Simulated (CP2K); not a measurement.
# MgS (F-43m) in CP2K: a series of runs

The runs below take MgS through single point, with PBE.

Everything below comes from runs of CP2K 2026.2. Logs are shortened: lines on timing, memory, paths and dates and some standing lists are left out, and cuts for length are marked.

## 1. Starting point

The structure is cubic, space group F-43m (No. 216). The conventional cell has a = 5.666 Å, b = 5.666 Å, c = 5.666 Å, α = 90.00°, β = 90.00°, γ = 90.00°. Around S (site symmetry -43m) lie 4 Mg at 2.45 Å. Around Mg (site symmetry -43m) lie 4 S at 2.45 Å.

The cell comes from a database or a generator and needn't be the stable form of this composition.

## 2. Single point, PBE

File mgs_scf.inp:

```
&GLOBAL
  PROJECT mgs_scf
  RUN_TYPE ENERGY_FORCE
  PRINT_LEVEL LOW
&END GLOBAL
&FORCE_EVAL
  METHOD QS
  STRESS_TENSOR ANALYTICAL
  &DFT
    BASIS_SET_FILE_NAME BASIS_MOLOPT_UZH
    POTENTIAL_FILE_NAME POTENTIAL_UZH
    &MGRID
      CUTOFF 1400
      REL_CUTOFF 60
      NGRIDS 5
    &END MGRID
    &QS
      METHOD GPW
      EPS_DEFAULT 1.0E-9
    &END QS
    &KPOINTS
      SCHEME MONKHORST-PACK 8 8 8
      GAMMA_CENTERED T
      SYMMETRY T
      SYMMETRY_BACKEND SPGLIB
    &END KPOINTS
    &SCF
      SCF_GUESS ATOMIC
      EPS_SCF 1.0E-6
      MAX_SCF 100
      ADDED_MOS 10
      CHOLESKY OFF
      EPS_EIGVAL 1.0E-7
      &DIAGONALIZATION ON
        ALGORITHM STANDARD
      &END DIAGONALIZATION
      &MIXING ON
        METHOD BROYDEN_MIXING
        ALPHA 0.4
        BETA 1.5
        NBUFFER 8
      &END MIXING
      &SMEAR ON
        METHOD FERMI_DIRAC
        ELECTRONIC_TEMPERATURE [K] 580.226
      &END SMEAR
    &END SCF
    &XC
      &XC_FUNCTIONAL
        &GGA_X_PBE
        &END GGA_X_PBE
        &GGA_C_PBE
        &END GGA_C_PBE
      &END XC_FUNCTIONAL
    &END XC
    &PRINT
      &KPOINTS ON
      &END KPOINTS
      &MULLIKEN ON
      &END MULLIKEN
      &MO ON
        ENERGIES T
        OCCUPATION_NUMBERS T
        &EACH
          QS_SCF 0
        &END EACH
        ADD_LAST NUMERIC
      &END MO
      &LOWDIN ON
      &END LOWDIN
      &HIRSHFELD ON
        SHAPE_FUNCTION DENSITY
      &END HIRSHFELD
    &END PRINT
  &END DFT
  &SUBSYS
    &CELL
      A 4.0066367940 0.0000000000 0.0000000000
      B 2.0033183970 3.4698492474 0.0000000000
      C 2.0033183970 1.1566164158 3.2714052433
      PERIODIC XYZ
    &END CELL
    &COORD
      SCALED
      S   0.2500000000 0.2500000000 0.2500000000
      Mg  0.0000000000 0.0000000000 0.0000000000
    &END COORD
    &KIND S
      BASIS_SET TZVP-MOLOPT-PBE-GTH-q6
      POTENTIAL GTH-PBE-q6
    &END KIND
    &KIND Mg
      BASIS_SET TZVP-MOLOPT-PBE-GTH-q10
      POTENTIAL GTH-PBE-q10
    &END KIND
    &PRINT
      &ATOMIC_COORDINATES ON
      &END ATOMIC_COORDINATES
      &CELL ON
      &END CELL
      &SYMMETRY ON
      &END SYMMETRY
    &END PRINT
  &END SUBSYS
  &PRINT
    &FORCES ON
    &END FORCES
    &STRESS_TENSOR ON
    &END STRESS_TENSOR
  &END PRINT
&END FORCE_EVAL
```

Potentials or basis: POTENTIAL_UZH S GTH-PBE-q6, Mg GTH-PBE-q10; TZVP-MOLOPT-PBE-GTH basis.

Launch:

```bash
OMP_NUM_THREADS=1 cp2k.psmp -i mgs_scf.inp -o mgs_scf.out
```

mgs_scf.out:

```text

 CP2K| version string:                                       CP2K version 2026.2
 CP2K| Input file name                                               mgs_scf.inp

 GLOBAL| Force Environment number                                              1
 GLOBAL| Basis set file name                                    BASIS_MOLOPT_UZH
 GLOBAL| Potential file name                                       POTENTIAL_UZH
 GLOBAL| MM Potential file name                                     MM_POTENTIAL
 GLOBAL| Coordinate file name                                      __STD_INPUT__
 GLOBAL| Method name                                                        CP2K
 GLOBAL| Project name                                                    mgs_scf
 GLOBAL| Run type                                                   ENERGY_FORCE
 GLOBAL| FFT library                                                       FFTW3
 GLOBAL| Diagonalization library                                       ScaLAPACK
 GLOBAL| Cholesky decomposition library                                ScaLAPACK
 GLOBAL| DGEMM library                                                      BLAS
 GLOBAL| Direct generalized diagonalization requested                          F
 GLOBAL| Matrix multiplication library                                 ScaLAPACK
 GLOBAL| Global print level                                                  LOW
 GLOBAL| Total number of message passing processes                             1
 GLOBAL| Number of threads for this process                                    1
 GLOBAL| CPU model name                                                  UNKNOWN

 CELL| Volume [angstrom^3]:                                            45.480468
 CELL| Vector a [angstrom]:       4.007     0.000     0.000   |a| =     4.006637
 CELL| Vector b [angstrom]:       2.003     3.470     0.000   |b| =     4.006637
 CELL| Vector c [angstrom]:       2.003     1.157     3.271   |c| =     4.006637
 CELL| Angle (b,c), alpha [degree]:                                    60.000000
 CELL| Angle (a,c), beta  [degree]:                                    60.000000
 CELL| Angle (a,b), gamma [degree]:                                    60.000000
 CELL| Numerically orthorhombic:                                              NO
 CELL| Periodicity                                                           XYZ

 CELL_REF| Volume [angstrom^3]:                                        45.480468
 CELL_REF| Vector a [angstrom     4.007     0.000     0.000   |a| =     4.006637
 CELL_REF| Vector b [angstrom     2.003     3.470     0.000   |b| =     4.006637
 CELL_REF| Vector c [angstrom     2.003     1.157     3.271   |c| =     4.006637
 CELL_REF| Angle (b,c), alpha [degree]:                                60.000000
 CELL_REF| Angle (a,c), beta  [degree]:                                60.000000
 CELL_REF| Angle (a,b), gamma [degree]:                                60.000000
 CELL_REF| Numerically orthorhombic:                                          NO
 CELL_REF| Periodicity                                                       XYZ

[... 9 lines left out ...]

  Total number of            - Atomic kinds:                                   2
                             - Atoms:                                          2
                             - Shell sets:                                     2
                             - Shells:                                        13
                             - Primitive Cartesian functions:                 11
                             - Cartesian basis functions:                     28
                             - Spherical basis functions:                     27

  Maximum angular momentum of- Orbital basis functions:                        2
                             - Local part of the GTH pseudopotential:          2
                             - Non-local part of the GTH pseudopotential:      2

 MODULE QUICKSTEP: ATOMIC COORDINATES IN ANGSTROM

   Atom Kind Element         X             Y             Z       Z(eff)     Mass
      1    1 S    16      2.003318      1.156616      0.817851   6.0000  32.0650
      2    2 Mg   12      0.000000      0.000000      0.000000  10.0000  24.3050

 Crystal Symmetry Information
       International Symbol:                                               F-43m
       Point Group Symbol:                                                  -43m
       Schoenflies Symbol:                                                  Td^2
       Number of Symmetry Operations:                                         24

 SCF PARAMETERS         Density guess:                                    ATOMIC
[... 9 lines left out ...]
                        --------------------------------------------------------
                        level_shift [a.u.]:                             0.000000
                        added MOs                                        10    0
                        --------------------------------------------------------
                        Mixing method:                            BROYDEN_MIXING
                                                charge density mixing in g-space
                        --------------------------------------------------------
                        Smear method:                                FERMI_DIRAC
[... 13 lines left out ...]
 BRILLOUIN| K-Point point group symmetrization                                ON
 BRILLOUIN| Symmetry backend                                             SPGLIB
 BRILLOUIN| Symmetry reduction method                                    SPGLIB
 BRILLOUIN| Wavefunction type                                            COMPLEX
 BRILLOUIN| List of Kpoints [2 Pi/Bohr]                                       29
 BRILLOUIN| Number           Weight            X              Y              Z
 BRILLOUIN|     1           0.01562       -0.37500       -0.37500       -0.37500
 BRILLOUIN|     2           0.04688       -0.37500       -0.37500       -0.25000
 BRILLOUIN|     3           0.04688       -0.37500       -0.37500       -0.12500
 BRILLOUIN|     4           0.01172       -0.37500       -0.37500        0.00000
 BRILLOUIN|     5           0.04688       -0.37500       -0.37500        0.12500
 BRILLOUIN|     6           0.02344       -0.37500       -0.37500        0.25000
[... 21 lines left out ...]
 BRILLOUIN|    28           0.00781        0.00000        0.00000        0.50000
 BRILLOUIN|    29           0.00586        0.00000        0.50000        0.50000
 *******************************************************************************

 Extrapolation method: initial_guess

 Number of electrons:                                                         16
 Number of occupied orbitals:                                                  8
 Number of molecular orbitals:                                                18

 Number of orbital functions:                                                 27
 Number of independent orbital functions:                                     27

 SCF WAVEFUNCTION OPTIMIZATION

  Step     Update method      Time    Convergence         Total energy    Change
  ------------------------------------------------------------------------------
     1 NoMix/Diag. 0.40E+00    1.0     1.13126623       -73.7348877959 -7.37E+01
     2 Broy./Diag. 0.40E+00    1.0     0.04118151       -73.1617902195  5.73E-01
     3 Broy./Diag. 0.40E+00    1.0     0.10665363       -73.4706058579 -3.09E-01
     4 Broy./Diag. 0.40E+00    1.0     0.00303282       -73.6974484786 -2.27E-01
     5 Broy./Diag. 0.40E+00    1.0     0.00342322       -73.6581089728  3.93E-02
     6 Broy./Diag. 0.40E+00    1.0     0.00120528       -73.6298928503  2.82E-02
     7 Broy./Diag. 0.40E+00    1.1     0.00045285       -73.6255133060  4.38E-03
     8 Broy./Diag. 0.40E+00    1.1     0.00024344       -73.6327181661 -7.20E-03
     9 Broy./Diag. 0.40E+00    1.1     0.00007008       -73.6340789417 -1.36E-03
    10 Broy./Diag. 0.40E+00    1.1     0.00001410       -73.6335097259  5.69E-04
    11 Broy./Diag. 0.40E+00    1.1     0.00001167       -73.6336173157 -1.08E-04
    12 Broy./Diag. 0.40E+00    1.1     0.00000226       -73.6336752891 -5.80E-05
    13 Broy./Diag. 0.40E+00    1.1     0.00000606       -73.6336340376  4.13E-05
    14 Broy./Diag. 0.40E+00    1.1     0.00000170       -73.6336228547  1.12E-05
    15 Broy./Diag. 0.40E+00    1.1     0.00000043       -73.6336218611  9.94E-07

  *** SCF run converged in    15 steps ***

  Electronic density on regular grids:        -15.9999998493        0.0000001507
  Core density on regular grids:               15.9999999933       -0.0000000067
  Total charge density on r-space grids:        0.0000001441
  Total charge density g-space grids:           0.0000001441

  Overlap energy of the core charge distribution:               0.00000000000000
  Self energy of the core charge distribution:               -170.57361179697347
  Core Hamiltonian energy:                                     48.66243049291000
  Hartree energy:                                              59.19562984740060
  Exchange-correlation energy:                                -10.91807040445922
  Electronic entropic energy:                                  -0.00000000000000
  Fermi energy:                                                 0.15782814266913

  Total energy:                                               -73.63362186112208
  Total energy (extrapolated to T->0):                        -73.63362186112208

 MO| EIGENVALUES AND OCCUPATION NUMBERS FOR K POINT 1
 MO|
 MO|  Index      Eigenvalue [a.u.]        Eigenvalue [eV]             Occupation
 MO|      1              -2.643055             -71.921187               2.000000
 MO|      2              -1.422011             -38.694897               2.000000
 MO|      3              -1.421944             -38.693056               2.000000
 MO|      4              -1.421944             -38.693055               2.000000
 MO|      5              -0.312008              -8.490181               2.000000
 MO|      6              -0.021436              -0.583316               2.000000
[... 335 lines left out ...]
 MO|     17               0.857434              23.331970               0.000000
 MO|     18               0.924903              25.167888               0.000000
 MO| Sum:                                                              16.000000
 MO| E(Fermi):            0.157828 a.u.          4.294722 eV
 MO| Band gap:            0.254895 a.u.          6.936054 eV

 [... the levels of further k-points ...]

 !-----------------------------------------------------------------------------!
                     Mulliken Population Analysis

 #  Atom  Element  Kind  Atomic population                           Net charge
       1     S        1          7.110912                             -1.110912
       2     Mg       2          8.889088                              1.110912
 # Total charge                             16.000000                  0.000000

 !-----------------------------------------------------------------------------!

 !-----------------------------------------------------------------------------!
                           Hirshfeld Charges

  #Atom  Element  Kind  Ref Charge     Population                    Net charge
      1       S      1       6.000          6.326                        -0.326
      2       Mg     2      10.000          9.674                         0.326

  Total Charge                                                           -0.000
 !-----------------------------------------------------------------------------!

 LOWDIN POPULATION ANALYSIS

 #  Atom  Element  Kind  Atomic population                           Net charge
       1     S        1          6.730850                             -0.730850
       2     Mg       2          9.269150                              0.730850
 # Total charge                             16.000000                 -0.000000

 ENERGY| Total FORCE_EVAL ( QS ) energy [hartree]            -73.633620503695397

 FORCES| Atomic forces [hartree/bohr]
 FORCES|   Atom     x               y               z               |f|
 FORCES|      1  2.06416414E-06  1.10761257E-06  6.67522726E-07   2.43580907E-06
 FORCES|      2  1.37246507E-06  8.76190772E-07  7.35430347E-07   1.78668084E-06
 FORCES| Sum     3.43662921E-06  1.98380334E-06  1.40295307E-06
 FORCES| Total atomic force                                       4.20882090E-06

 STRESS| Analytical stress tensor [bar]
 STRESS|                        x                   y                   z
 STRESS|      x        2.27696227673E+04   6.47440810215E+01   4.57772106436E+01
 STRESS|      y        6.47440810215E+01   2.26943656478E+04   2.60788354487E+01
 STRESS|      z        4.57772106436E+01   2.60788354487E+01   2.26765615323E+04
 STRESS| 1/3 Trace                                             2.27135166491E+04
 STRESS| Determinant                                           1.17177770976E+13

 STRESS| Eigenvectors and eigenvalues of the analytical stress tensor [bar]
 STRESS|                        1                   2                   3
 STRESS| Eigenvalues   2.26570565226E+04   2.26579802853E+04   2.28255131393E+04
 STRESS|      x          -0.553122253414     -0.161174591462      0.817360706081
 STRESS|      y           0.801844386029     -0.369211235129      0.469817671495
 STRESS|      z           0.226056084574      0.915262702682      0.333455891695
```

It took 18 s on 1 thread of Arm Neoverse V2, shared host; peak memory 0.71 GiB.

What came out:

| Property | Result |
| --- | --- |
| Free energy | -2003.6727 eV |
| Pressure | 2.3 GPa |
| Band gap on the k mesh | 3.30 eV, direct |
| Mulliken charges | S -1.11; Mg +1.11 e |
| Hirshfeld charges | S -0.33; Mg +0.33 e |

Caveat: Mulliken charges move with the basis; the basis of atomic orbitals isn't converged, which shifts pressures, moduli and gaps. A hybrid or GW would open this gap; PBE tends to underestimate it.

## 3. Single point, PBE

mgs_scf.inp, as its differences from that of step 2:

```diff
@@ -88,3 +88,3 @@
     &KIND S
-      BASIS_SET TZVP-MOLOPT-PBE-GTH-q6
+      BASIS_SET TZV2P-MOLOPT-PBE-GTH-q6
       POTENTIAL GTH-PBE-q6
@@ -92,3 +92,3 @@
     &KIND Mg
-      BASIS_SET TZVP-MOLOPT-PBE-GTH-q10
+      BASIS_SET TZV2P-MOLOPT-PBE-GTH-q10
       POTENTIAL GTH-PBE-q10
```

Potentials or basis: POTENTIAL_UZH S GTH-PBE-q6, Mg GTH-PBE-q10; TZV2P-MOLOPT-PBE-GTH basis.

Launch:

```bash
OMP_NUM_THREADS=1 cp2k.psmp -i mgs_scf.inp -o mgs_scf.out
```

Wall time 24 s (1 thread of Arm Neoverse V2, shared host); peak memory 0.74 GiB.

Results (log left out):

```yaml
Free_energy: -2003.9657 eV
Pressure: 1.0 GPa
Band_gap_on_the_k_mesh: 3.41 eV, direct
Mulliken_charges: S -0.93; Mg +0.93 e
Hirshfeld_charges: S -0.31; Mg +0.31 e
```

Levels at points of the mesh, in eV from the valence-band top:
| k point | band 4 | band 5 | band 6 | band 7 | band 8 | band 9 | band 10 | band 11 | band 12 | band 13 |
| --- | --- | --- | --- | --- | --- | --- | --- | --- | --- | --- |
| (0.00, 0.00, 0.00) | -40.62 | -11.27 | 0.00 | 0.00 | 0.00 | 3.41 | 8.02 | 8.02 | 8.02 | 11.72 |
| (0.00, 0.00, 0.50) | -40.62 | -10.59 | -3.13 | -0.33 | -0.33 | 5.12 | 7.92 | 7.92 | 8.75 | 14.06 |
| (0.00, 0.50, 0.50) | -40.62 | -10.37 | -2.82 | -1.03 | -1.03 | 3.92 | 6.05 | 11.71 | 12.52 | 12.52 |

Caveat: Mulliken charges move with the basis; the basis of atomic orbitals isn't converged, which shifts pressures, moduli and gaps. PBE gaps usually lie below the measured ones, often by a third to a half.
